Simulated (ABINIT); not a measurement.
Crystal: SrO.

```xyz
2
Lattice="0.0000 2.5663 2.5663 2.5663 0.0000 2.5663 2.5663 2.5663 0.0000" Properties=species:S:1:pos:R:3 pbc="T T T"
Sr    2.5663    2.5663    2.5663
O     0.0000    0.0000    0.0000
```

Base run:

* Program: ABINIT 10.8.3 (patched build)
* Functional: HCTH407
* Potentials or basis: JTH PAW PBE v2.0
* Cutoff: 626 eV
* k mesh: 9 × 9 × 9
* Occupations: fermi-dirac, width 0.05 eV
* Spin: spin-orbit coupling, no magnetisation

Its results: band gap on the k mesh 3.81 eV, indirect (least direct gap 3.88 eV); pressure 5.5 GPa.

Q: After a change of settings the same cell gave: band gap on the k mesh 3.19 eV, indirect (least direct gap 3.25 eV); pressure -1.2 GPa. Which change was it?
A. functional from HCTH407 to RPBE; spin from spin-orbit coupling, no magnetisation to no spin polarisation
B. functional from HCTH407 to SOGGA
C. functional from HCTH407 to BLYP; spin from spin-orbit coupling, no magnetisation to no spin polarisation
D. functional from HCTH407 to revPBE

A: B.

Caveats: the PAW data sets were made with another functional, which shifts forces and pressure a little.

Runs at the PBE level aren't shown here.
